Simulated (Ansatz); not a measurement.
Formation energy of CrCuO₂

Level of theory: DFT, PBE with spin–orbit coupling, two-component spinors; plane waves to 420 eV with PAW datasets (Ansatz 0.2.0), Γ-centred 10×10×10 mesh, 0.05 eV Gaussian smearing; PAW files: Ansatz's generated set soft_2.

The chain of runs began from a cell as deposited in COD, expanded in volume.

It takes space group R-3m (No. 166, trigonal). Conventional cell: a = 3.013 Å, b = 3.013 Å, c = 17.109 Å, α = 90.00°, β = 90.00°, γ = 120.00°. Cr (site symmetry -3m) has 6 O at 2.00 Å as nearest neighbours. Cu (site symmetry -3m) is surrounded by 2 O at 1.86 Å. Around O (site symmetry 3m) lie 1 Cu at 1.86 Å and 3 Cr at 2.00 Å. (Shells end 15 % past the nearest neighbour.)

The elements were computed in their standard states (gases as isolated molecules) with the same datasets, cutoff and functional. The compound's run is ferromagnetic, with site spin moments Cr 2.61; O 0.35 μB. Absolute energies hang on the potentials; compare differences alone.

Energy of the relaxed cell (4 atoms, smearing extrapolated to zero): -11139.005 eV. Elements, in eV/atom: Cr -3377.855, Cu -6625.543, O -564.970.

What is the formation energy?

[-11139.005 − (1 × -3377.855 + 1 × -6625.543 + 2 × -564.970)] / 4 = -1.42 eV/atom, or -137 kJ per mole of atoms.

The value is for 0 K, without zero-point energy and without any correction for the binding of gas molecules. Uncorrected semilocal values for oxides, chalcogenides and halides often miss by tenths of an eV an atom. A negative value shows stability against the elements alone, not against other compounds or structures.

Site moments are of spin, integrated over Gaussian weights of 0.5 Å, which gives about a tenth less on f atoms than spheres do. Only parallel moments were tried, so the real magnetic order may be another.
